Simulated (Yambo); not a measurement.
## C in Yambo: convergence with bands in self energy

C:

```xyz
2
Lattice="2.1273 -1.2283 0.0000 2.1273 1.2283 0.0000 -1.3791 0.0000 3.5028" Properties=species:S:1:pos:R:3 pbc="T T T"
C    -0.6699    0.0000    3.5025
C     3.5455    0.0000    0.0003
```

This is a stacking variant of graphite.

```yaml
Program: Yambo 5.3.0
Task: G0W0 quasiparticle levels
Functional: PBEsol
Potentials_or_basis: PseudoDojo 0.4.1 SR PBEsol standard
Cutoff: 1116 eV
Density_cutoff: 4463 eV
k_mesh: 6 × 6 × 4
Occupations: fixed
Spin: no spin polarisation
k_mesh_of_the_self-consistent_run: 12 × 12 × 8
Random_integration_of_the_Coulomb_term: yes
Direction_of_the_field_or_of_q_to_0: x + y + z
Broadening: 0.1 eV
States_corrected: Γ and the k points of the band edges
Frequency_dependence_of_W: plasmon pole
Terminator_of_the_band_sum_in_the_self-energy: none
Quasiparticle_equation: linearised (Newton)
Imaginary_frequency_of_the_plasmon-pole_fit: 27.2114 eV
Bands_in_the_response: 304
Bands_in_the_self-energy: 24
Cutoff_of_the_response_matrix: 12 Ry
Cutoff_of_exchange_and_Vxc: 82 Ry
Bands_corrected_first_last: "[4, 5]"
```

These are the settings of the first run; the series varies bands in self energy, with any setting tied to it.

| bands in self energy | quasiparticle gap at the points computed (eV) |
| --- | --- |
| 24 | 0.583 |
| 44 | 0.569 |
| 84 | 0.563 |
| 304 | 0.558 |

Against the tightest run, the quasiparticle gap at the points computed stays within 0.05 eV from 24 on. The tightest run that finished is the yardstick and may itself not be fully converged.

Caveat, for the tightest run too: the k mesh is coarse (spacing up to 0.50 Å⁻¹), so the values aren't converged; this version prints the column dSc/dw multiplied by 27.2.
